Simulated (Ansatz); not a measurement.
BaTiO3: single point with PBE

BaTiO3:

```xyz
5
Lattice="3.9998 0.0000 0.0000 0.0000 3.9998 0.0000 0.0000 0.0000 4.0180" Properties=species:S:1:pos:R:3 pbc="T T T"
Ba    3.9821    3.9624    0.0141
Ti    2.0100    1.9676    1.8835
O     1.9168    2.0572    0.0257
O     2.0108    0.0132    2.0467
O     0.0798    1.9992    2.1695
```

The cell isn't the ideal one: all atoms moved at random, sigma 0.05 Å a component.

| Quantity | Value |
| --- | --- |
| Program | Ansatz 0.2.0 |
| Task | single point |
| Functional | PBE |
| Potentials or basis | Ansatz PAW earlier set |
| Cutoff | 930 eV (not typed: the program's choice for these potentials) |
| k mesh | 7 × 7 × 7 |
| Occupations | fermi-dirac, width 0.05 eV |
| Spin | no spin polarisation |

```yaml
Pressure: 3.1 GPa
Largest_force: 1.315 eV/Å
Band_gap_on_the_k_mesh: 2.01 eV, indirect (least direct gap 2.23 eV)
```

Forces in eV/Å, atoms in the order of the input:
```
Ba   0.173  0.200 -0.349
Ti  -0.525 -0.107  0.597
O    0.797 -0.319  0.995
O    0.338  0.251 -0.317
O   -0.782 -0.025 -0.927
```

Stress tensor (GPa, compression positive):
```
 2.29 -0.09  0.09
-0.09  3.06  0.60
 0.09  0.60  3.95
```

Levels at points of the mesh, in eV from the valence-band top:
```
           k point  band 16  band 17  band 18  band 19  band 20  band 21  band 22  band 23  band 24  band 25
(0.00, 0.00, 0.00)    -1.30    -1.16    -0.43    -0.31    -0.23     2.01     2.38     2.68     4.22     4.42
```

Run time: 53 s on 2 threads of Intel(R) Xeon(R) Platinum 8259CL CPU @ 2.50GHz (Skylake/Cascade Lake), on a shared host, peak memory 1 GiB.

Caveat: odd divisions of the mesh miss points on the zone boundary, where band edges often lie, so the gap on the mesh can be too wide; spin-orbit coupling is left out, which moves the levels of the heavy elements; forces of over 1 eV/Å show positions far from the minimum, so gaps and moduli don't describe the material at rest. A k mesh can miss the band edges.
